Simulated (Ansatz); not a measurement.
## Cd: strain energy, fitted

Cd, P6_3/mmc, a = 3.032 Å, c = 11.539 Å. Ansatz: PBE, PAW, 420 eV, Γ-centred 18×18×6 mesh on 4 atoms, Gaussian smearing 0.10 eV; no spin polarisation. Series: shear of c along a, cell held, atoms relaxed; x is the strain in per cent (engineering shear). y is the free energy over the unstrained cell, V0 = 22.968 Å³/atom. Symmetry makes y even in x.

| x (%) | y (meV/atom) |
| --- | --- |
| 0.0 | 0.00 |
| 1.0 | 0.01 |
| 2.0 | 0.08 |
| 3.0 | 0.26 |
| 4.0 | ? |

Problem. Fit y = c2 x² + c4 x⁴ to the other rows, turn c2 into a modulus, and predict the missing energy.

Solution. Least squares on the rows shown. y = 0.01214 x² + 0.001864 x⁴. In eV per unit strain² c2 is 0.1214; this is the shear stiffness (E = ½ C V0 γ²): 2 × 0.1214 × 160.2 / (22.968) = 1.7 GPa. Energies this small carry numerical noise of a few hundredths of a meV. At x = 4.0 the fit asked for gives 0.67 meV/atom. The run gave 0.55 meV/atom, so the fit is 0.12 meV/atom too high, small in itself but 22 % of the span of the series.

1 further run of this set didn't finish or converge.

Cost: 5 runs of about 12 core-minutes in all, on Arm Neoverse V1 (shared hosts).